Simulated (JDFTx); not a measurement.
# Pt (Fm-3m) in JDFTx: further runs

The runs below take Pt through relaxation of cell and atoms, with PBE.

Everything below comes from runs of JDFTx 1.7.0 (patched build). Logs are shortened: lines on timing, memory, paths and dates and some standing lists are left out, and cuts for length are marked. The log counts tension as positive stress, the text compression.

### 1 The structure

The structure is cubic, space group Fm-3m (No. 225). The conventional cell has a = 3.922 Å, b = 3.922 Å, c = 3.922 Å, α = 90.00°, β = 90.00°, γ = 90.00°. Around Pt (site symmetry m-3m) lie 12 Pt at 2.77 Å.

### 2 Relaxation of cell and atoms, PBE

Pt.in reads:

```
lattice \
    0.0000000000     3.7055639578     3.7055639578 \
    3.7055639578     0.0000000000     3.7055639578 \
    3.7055639578     3.7055639578     0.0000000000
coords-type Cartesian
ion Pt     0.0000000000     0.0000000000     0.0000000000 1

ion-species pseudo/Pt.upf
elec-cutoff 42
elec-ex-corr gga-PBE
kpoint-folding 10 10 10
elec-smearing Fermi 0.0018374661
elec-n-bands 15
electronic-SCF nIterations 100 energyDiffThreshold 1e-09
electronic-minimize nIterations 30 energyDiffThreshold 1e-7
forces-output-coords Cartesian
lattice-minimize nIterations 40 energyDiffThreshold 1e-6

dump-name run.$VAR
dump End Ecomponents EigStats BandEigs Kpoints Forces Stress ElecDensity Dtot KEdensity
```

Potentials or basis: PseudoDojo-SR-PBE-0.5-standard with smoothed tails.

Launch:

```console
> jdftx -c 1 -i Pt.in -o Pt.out
```

The program printed:

```text
*************** JDFTx 1.7.0 (patched build) ***************

Input parsed successfully to the following command list (including defaults):
[... the input with its defaults ...]

---------- Setting up symmetries ----------

Found 48 point-group symmetries of the bravais lattice
Found 48 space-group symmetries with basis
Applied RMS atom displacement 0 bohrs to make symmetries exact.

---------- Initializing the Grid ----------
R =
[            0      3.70556      3.70556  ]
[      3.70556            0      3.70556  ]
[      3.70556      3.70556            0  ]
unit cell volume = 101.764
G =
[  -0.847804   0.847804   0.847804  ]
[   0.847804  -0.847804   0.847804  ]
[   0.847804   0.847804  -0.847804  ]
Minimum fftbox size, Smin = [  32  32  32  ]
Chosen fftbox size, S = [  32  32  32  ]

---------- Exchange Correlation functional ----------
Initalized PBE GGA exchange.
Initalized PBE GGA correlation.

---------- Setting up pseudopotentials ----------
Width of ionic core gaussian charges (only for fluid interactions / plotting) set to 0

Reading pseudopotential file 'pseudo/Pt.upf':
  'Pt' pseudopotential, 'PBE' functional
  Generated using ONCVPSP code by D. R. Hamann
  18 valence electrons, 4 orbitals, 8 projectors, 1001 radial grid points, with lMax = 3
    5S    l: 0   occupation:  2.0   eigenvalue: -3.741794
    5P    l: 1   occupation:  6.0   eigenvalue: -2.058655
    5D    l: 2   occupation:  9.0   eigenvalue: -0.225689
    6S    l: 0   occupation:  1.0   eigenvalue: -0.207978
  Core radius for overlap checks: 1.88 bohrs.

Initialized 1 species with 1 total atoms.

Folded 1 k-points by 10x10x10 to 1000 k-points.

---------- Setting up k-points, bands, fillings ----------
Reduced to 47 k-points under symmetry.
Computing the number of bands and number of electrons
Calculating initial fillings.
nElectrons:  18.000000   nBands: 15   nStates: 47

----- Setting up reduced wavefunction bases (one per k-point) -----
average nbasis = 1323.053 , ideal nbasis = 1323.003

---------- Setting up ewald sum ----------
Optimum gaussian width for ewald sums = 1.889107 bohr.
Real space sum over 2197 unit cells with max indices [  6  6  6  ]
Reciprocal space sum over 2197 terms with max indices [  6  6  6  ]

---------- Allocating electronic variables ----------
Initializing wave functions:  linear combination of atomic orbitals
Note: number of bands (15) exceeds available atomic orbitals (10)
Pt pseudo-atom occupations:   s ( 2 0 )  p ( 6 )  d ( 10 )
	FillingsUpdate:  mu: +0.772448634  nElectrons: 18.000000
LCAOMinimize: Iter:   0  F: -121.0694036913010621  |grad|_K:  5.382e-03  alpha:  1.000e+00
	FillingsUpdate:  mu: +0.866824701  nElectrons: 18.000000
LCAOMinimize: Iter:   1  F: -121.1552874986249293  |grad|_K:  3.933e-05  alpha:  5.355e-01  linmin: -1.615e-01  cgtest:  5.687e-01
LCAOMinimize: Encountered beta<0, resetting CG.
	FillingsUpdate:  mu: +0.867427548  nElectrons: 18.000000
LCAOMinimize: Iter:   2  F: -121.1552928806781466  |grad|_K:  1.292e-05  alpha:  6.573e-01  linmin: -2.023e-03  cgtest:  2.495e-03
	FillingsUpdate:  mu: +0.867280358  nElectrons: 18.000000
LCAOMinimize: Iter:   3  F: -121.1552935346617375  |grad|_K:  3.384e-07  alpha:  7.391e-01  linmin:  9.522e-03  cgtest: -1.122e-01
	FillingsUpdate:  mu: +0.867281466  nElectrons: 18.000000
LCAOMinimize: Iter:   4  F: -121.1552935352346196  |grad|_K:  4.032e-08  alpha:  9.636e-01  linmin:  1.209e-02  cgtest:  7.270e-03
LCAOMinimize: Converged (|Delta F|<1.000000e-06 for 2 iters).

--------- Lattice Minimization ---------

-------- Electronic minimization -----------
Will mix electronic density at each iteration.
	FillingsUpdate:  mu: +0.867281466  nElectrons: 18.000000
	FillingsUpdate:  mu: +0.865657805  nElectrons: 18.000000
SCF: Cycle:  0   F: -121.170759341129397   dF: -1.547e-02   |Residual|: 1.894e-02   |deigs|: 1.083e+00
	FillingsUpdate:  mu: +0.867259627  nElectrons: 18.000000
SCF: Cycle:  1   F: -121.170913553929495   dF: -1.542e-04   |Residual|: 9.045e-03   |deigs|: 6.284e-03
	FillingsUpdate:  mu: +0.867484386  nElectrons: 18.000000
SCF: Cycle:  2   F: -121.170920072194960   dF: -6.518e-06   |Residual|: 1.923e-03   |deigs|: 6.772e-04
	FillingsUpdate:  mu: +0.867129167  nElectrons: 18.000000
SCF: Cycle:  3   F: -121.170921499552875   dF: -1.427e-06   |Residual|: 4.854e-04   |deigs|: 3.891e-04
	FillingsUpdate:  mu: +0.867242688  nElectrons: 18.000000
SCF: Cycle:  4   F: -121.170921617725583   dF: -1.182e-07   |Residual|: 2.783e-04   |deigs|: 1.493e-04
	FillingsUpdate:  mu: +0.867197637  nElectrons: 18.000000
SCF: Cycle:  5   F: -121.170921684577763   dF: -6.685e-08   |Residual|: 2.117e-05   |deigs|: 9.720e-05
	FillingsUpdate:  mu: +0.867198276  nElectrons: 18.000000
[... 33 lines left out ...]
# Energy components:
   Eewald =     -100.2205959018734234
       EH =       19.0288035983364416
     Eloc =      -70.9352534661519627
      Enl =        7.9940839394228123
      Exc =      -23.7908716242486946
 Exc_core =        9.4207032204586589
       KE =       37.3326465225029764
-------------------------------------
     Etot =     -121.1704837115532030
       TS =        0.0004379809849362
-------------------------------------
        F =     -121.1709216925381440

LatticeMinimize: Iter:   0  F: -121.170921692538144  |grad|_K:  1.232e-02

#--- Lowdin population analysis ---
# oxidation-state Pt +0.148

-------- Electronic minimization -----------
Will mix electronic density at each iteration.
	FillingsUpdate:  mu: +0.867198758  nElectrons: 18.000000
	FillingsUpdate:  mu: +0.861759348  nElectrons: 18.000000
SCF: Cycle:  0   F: -121.171062149398509   dF: -3.634e-06   |Residual|: 7.081e-04   |deigs|: 4.938e-05
	FillingsUpdate:  mu: +0.861933091  nElectrons: 18.000000
SCF: Cycle:  1   F: -121.171062711219307   dF: -5.618e-07   |Residual|: 1.126e-04   |deigs|: 1.742e-04
	FillingsUpdate:  mu: +0.861956414  nElectrons: 18.000000
SCF: Cycle:  2   F: -121.171062729696700   dF: -1.848e-08   |Residual|: 2.550e-05   |deigs|: 2.717e-05
	FillingsUpdate:  mu: +0.861950262  nElectrons: 18.000000
SCF: Cycle:  3   F: -121.171062731210057   dF: -1.513e-09   |Residual|: 5.349e-06   |deigs|: 8.987e-06
	FillingsUpdate:  mu: +0.861950072  nElectrons: 18.000000
SCF: Cycle:  4   F: -121.171062731440870   dF: -2.308e-10   |Residual|: 1.740e-06   |deigs|: 5.733e-06
[... 28 lines left out ...]
# Energy components:
   Eewald =     -100.0681777671978523
       EH =       19.1007616788547381
     Eloc =      -71.1555341913640689
      Enl =        7.9932561170679328
      Exc =      -23.7882520177438508
 Exc_core =        9.4207033223663021
       KE =       37.3266236048009432
-------------------------------------
     Etot =     -121.1706192532158468
       TS =        0.0004434782798835
-------------------------------------
        F =     -121.1710627314957236

LatticeMinimize: Iter:   1  F: -121.171062731495724  |grad|_K:  1.061e-02  alpha:  1.000e+00  linmin: -1.000e+00

#--- Lowdin population analysis ---
# oxidation-state Pt +0.148

-------- Electronic minimization -----------
Will mix electronic density at each iteration.
	FillingsUpdate:  mu: +0.861950483  nElectrons: 18.000000
	FillingsUpdate:  mu: +0.830151193  nElectrons: 18.000000
SCF: Cycle:  0   F: -121.171463082150225   dF: -1.203e-04   |Residual|: 4.351e-03   |deigs|: 1.316e-04
	FillingsUpdate:  mu: +0.831218460  nElectrons: 18.000000
SCF: Cycle:  1   F: -121.171483297318574   dF: -2.022e-05   |Residual|: 4.676e-04   |deigs|: 1.067e-03
	FillingsUpdate:  mu: +0.831299114  nElectrons: 18.000000
SCF: Cycle:  2   F: -121.171483650844351   dF: -3.535e-07   |Residual|: 9.521e-05   |deigs|: 8.901e-05
	FillingsUpdate:  mu: +0.831291124  nElectrons: 18.000000
SCF: Cycle:  3   F: -121.171483678239952   dF: -2.740e-08   |Residual|: 4.833e-05   |deigs|: 7.387e-06
	FillingsUpdate:  mu: +0.831278644  nElectrons: 18.000000
SCF: Cycle:  4   F: -121.171483683481327   dF: -5.241e-09   |Residual|: 1.498e-05   |deigs|: 1.262e-05
[... 32 lines left out ...]
# Energy components:
   Eewald =      -99.1673275701516843
       EH =       19.5305925242956668
     Eloc =      -72.4632577846693380
      Enl =        7.9884472948436853
      Exc =      -23.7731933052398290
 Exc_core =        9.4207030036933990
       KE =       37.2930294166593939
-------------------------------------
     Etot =     -121.1710064205687019
       TS =        0.0004772645506184
-------------------------------------
        F =     -121.1714836851193269

LatticeMinimize: Iter:   2  F: -121.171483685119327  |grad|_K:  1.035e-03  alpha:  1.000e+00  linmin: -1.000e+00

#--- Lowdin population analysis ---
# oxidation-state Pt +0.146

-------- Electronic minimization -----------
Will mix electronic density at each iteration.
	FillingsUpdate:  mu: +0.831282271  nElectrons: 18.000000
	FillingsUpdate:  mu: +0.828174287  nElectrons: 18.000000
SCF: Cycle:  0   F: -121.171487678229951   dF: -1.177e-06   |Residual|: 4.232e-04   |deigs|: 2.686e-06
	FillingsUpdate:  mu: +0.828280087  nElectrons: 18.000000
SCF: Cycle:  1   F: -121.171487894074332   dF: -2.158e-07   |Residual|: 6.106e-05   |deigs|: 1.053e-04
	FillingsUpdate:  mu: +0.828292952  nElectrons: 18.000000
SCF: Cycle:  2   F: -121.171487901230847   dF: -7.157e-09   |Residual|: 1.492e-05   |deigs|: 1.388e-05
	FillingsUpdate:  mu: +0.828289369  nElectrons: 18.000000
SCF: Cycle:  3   F: -121.171487901942854   dF: -7.120e-10   |Residual|: 3.236e-06   |deigs|: 3.576e-06
	FillingsUpdate:  mu: +0.828289071  nElectrons: 18.000000
SCF: Cycle:  4   F: -121.171487902062808   dF: -1.200e-10   |Residual|: 1.056e-06   |deigs|: 1.032e-06
[... 26 lines left out ...]
# Energy components:
   Eewald =      -99.0784489930768899
       EH =       19.5734344056207483
     Eloc =      -72.5928421359614333
      Enl =        7.9879839605282905
      Exc =      -23.7717495078093819
 Exc_core =        9.4207029279178709
       KE =       37.2899121590630358
-------------------------------------
     Etot =     -121.1710071837177765
       TS =        0.0004807183450243
-------------------------------------
        F =     -121.1714879020628075

LatticeMinimize: Iter:   3  F: -121.171487902062808  |grad|_K:  1.306e-04  alpha:  1.000e+00  linmin: -1.000e+00

#--- Lowdin population analysis ---
# oxidation-state Pt +0.146

-------- Electronic minimization -----------
Will mix electronic density at each iteration.
	FillingsUpdate:  mu: +0.828289071  nElectrons: 18.000000
	FillingsUpdate:  mu: +0.827897347  nElectrons: 18.000000
SCF: Cycle:  0   F: -121.171487964399105   dF: -1.689e-08   |Residual|: 3.489e-05   |deigs|: 9.349e-07
	FillingsUpdate:  mu: +0.827906364  nElectrons: 18.000000
SCF: Cycle:  1   F: -121.171487969423325   dF: -5.024e-09   |Residual|: 2.022e-05   |deigs|: 8.967e-06
	FillingsUpdate:  mu: +0.827916598  nElectrons: 18.000000
SCF: Cycle:  2   F: -121.171487969594182   dF: -1.709e-10   |Residual|: 1.824e-05   |deigs|: 1.042e-05
	FillingsUpdate:  mu: +0.827910564  nElectrons: 18.000000
SCF: Cycle:  3   F: -121.171487969940785   dF: -3.466e-10   |Residual|: 4.200e-06   |deigs|: 6.177e-06
SCF: Converged (|Delta E|<1.000000e-09 for 2 iters).
[... 25 lines left out ...]
# Energy components:
   Eewald =      -99.0672270579719338
       EH =       19.5788733688502887
     Eloc =      -72.6092557458675003
      Enl =        7.9879296632803651
      Exc =      -23.7715721846125518
 Exc_core =        9.4207029167270520
       KE =       37.2895422271224390
-------------------------------------
     Etot =     -121.1710068124718589
       TS =        0.0004811574689274
-------------------------------------
        F =     -121.1714879699407845

LatticeMinimize: Iter:   4  F: -121.171487969940785  |grad|_K:  6.664e-06  alpha:  1.000e+00  linmin: -1.000e+00

#--- Lowdin population analysis ---
# oxidation-state Pt +0.146

-------- Electronic minimization -----------
Will mix electronic density at each iteration.
	FillingsUpdate:  mu: +0.827910564  nElectrons: 18.000000
	FillingsUpdate:  mu: +0.827895153  nElectrons: 18.000000
SCF: Cycle:  0   F: -121.171487970536887   dF: -1.351e-11   |Residual|: 2.164e-06   |deigs|: 8.450e-07
	FillingsUpdate:  mu: +0.827894590  nElectrons: 18.000000
SCF: Cycle:  1   F: -121.171487970579875   dF: -4.299e-11   |Residual|: 6.880e-07   |deigs|: 1.126e-06
SCF: Converged (|Delta E|<1.000000e-09 for 2 iters).

Setting wave functions to eigenvectors of Hamiltonian
LatticeMinimize: 	Wolfe criterion not satisfied: alpha: 1  (E-E0)/|gdotd0|: -2.28725  gdotd/gdotd0: 2.04502 (taking cubic step)

-------- Electronic minimization -----------
Will mix electronic density at each iteration.
	FillingsUpdate:  mu: +0.827894590  nElectrons: 18.000000
	FillingsUpdate:  mu: +0.827887236  nElectrons: 18.000000
SCF: Cycle:  0   F: -121.171487970754598   dF: -3.311e-12   |Residual|: 1.038e-06   |deigs|: 3.968e-07
	FillingsUpdate:  mu: +0.827887502  nElectrons: 18.000000
SCF: Cycle:  1   F: -121.171487970756530   dF: -1.933e-12   |Residual|: 9.483e-07   |deigs|: 7.451e-07
SCF: Converged (|Delta E|<1.000000e-09 for 2 iters).

Setting wave functions to eigenvectors of Hamiltonian
LatticeMinimize: 	Wolfe criterion not satisfied: alpha: 1.3851  (E-E0)/|gdotd0|: -2.91949  gdotd/gdotd0: 1.20183 (taking cubic step)

-------- Electronic minimization -----------
Will mix electronic density at each iteration.
	FillingsUpdate:  mu: +0.827887502  nElectrons: 18.000000
	FillingsUpdate:  mu: +0.827880370  nElectrons: 18.000000
SCF: Cycle:  0   F: -121.171487970919387   dF: -7.887e-12   |Residual|: 2.692e-07   |deigs|: 3.196e-07
	FillingsUpdate:  mu: +0.827880303  nElectrons: 18.000000
SCF: Cycle:  1   F: -121.171487970925597   dF: -6.210e-12   |Residual|: 5.289e-08   |deigs|: 7.705e-07
SCF: Converged (|Delta E|<1.000000e-09 for 2 iters).

Setting wave functions to eigenvectors of Hamiltonian
LatticeMinimize: 	Wolfe criterion not satisfied: alpha: 1.81519  (E-E0)/|gdotd0|: -3.52456  gdotd/gdotd0: 1.15409 (taking cubic step)

-------- Electronic minimization -----------
Will mix electronic density at each iteration.
	FillingsUpdate:  mu: +0.827880303  nElectrons: 18.000000
	FillingsUpdate:  mu: +0.827876188  nElectrons: 18.000000
SCF: Cycle:  0   F: -121.171487970992530   dF: -2.274e-13   |Residual|: 2.654e-07   |deigs|: 4.102e-07
	FillingsUpdate:  mu: +0.827876255  nElectrons: 18.000000
SCF: Cycle:  1   F: -121.171487970994107   dF: -1.577e-12   |Residual|: 3.086e-07   |deigs|: 7.899e-07
SCF: Converged (|Delta E|<1.000000e-09 for 2 iters).
[... 25 lines left out ...]
# Energy components:
   Eewald =      -99.0661763179010393
       EH =       19.5793534226769133
     Eloc =      -72.6107373158148164
      Enl =        7.9879201452521951
      Exc =      -23.7715501345535714
 Exc_core =        9.4207029156637088
       KE =       37.2894805106345117
-------------------------------------
     Etot =     -121.1710067740420982
       TS =        0.0004811969520148
-------------------------------------
        F =     -121.1714879709941073

LatticeMinimize: Iter:   5  F: -121.171487970994107  |grad|_K:  5.815e-06  alpha:  2.045e+00  linmin: -1.000e+00
LatticeMinimize: Converged (|Delta F|<1.000000e-06 for 2 iters).

#--- Lowdin population analysis ---
# oxidation-state Pt +0.146

Dumping 'run.eigStats' ...
	eMin: -2.793208 at state 0 ( [ +0.000000 +0.000000 +0.000000 ] spin 0 )
	HOMO: +0.827397 at state 30 ( [ +0.000000 +0.500000 +0.500000 ] spin 0 )
	mu  : +0.827876
	LUMO: +0.828618 at state 5 ( [ +0.000000 +0.000000 +0.500000 ] spin 0 )
	eMax: +1.842236 at state 5 ( [ +0.000000 +0.000000 +0.500000 ] spin 0 )
	HOMO-LUMO gap: +0.001220
	Optical gap  : +0.010845 at state 23 ( [ +0.000000 +0.300000 +0.400000 ] spin 0 )
Done!
```

Run time: 89 s. Hardware: 1 thread of Arm Neoverse V1, shared host; peak memory 0.08 GiB.

What came out:

| Item | Value |
| --- | --- |
| Free energy | -3297.2442 eV |
| Relaxed volume | 15.61 Å³/atom |
| Relaxed cell | a = 2.805 Å, b = 2.805 Å, c = 2.805 Å, α = 60.00°, β = 60.00°, γ = 60.00° |
| Space group after relaxing (to 0.05 Å) | Fm-3m (No. 225) |
| Energy gained by relaxing | 15.4 meV/atom |
| Ionic steps | 6 |
| Pressure after relaxing | 0.0 GPa |
| Band gap on the k mesh | none (metal or under the smearing width) |

Step by step:
```csv
step,energy change (eV),largest force (eV/Å),pressure (GPa),volume (Å³)
1,0.0000,0.0000,9.60,15.08
2,-0.0038,0.0000,8.23,15.15
3,-0.0153,0.0000,0.78,15.57
4,-0.0154,0.0000,0.10,15.61
5,-0.0154,0.0000,0.01,15.61
6,-0.0154,0.0000,0.00,15.61
```

Final structure:
```
CELL_PARAMETERS angstrom
0.00000 1.98375 1.98375
1.98375 0.00000 1.98375
1.98375 1.98375 0.00000
ATOMIC_POSITIONS crystal
Pt 0.00000 0.00000 0.00000
```

Spin-orbit coupling is left out, which matters for the levels of Pt. PBE usually gives volumes a little too large and moduli too small.

(Part 1 of 2 ends here.)
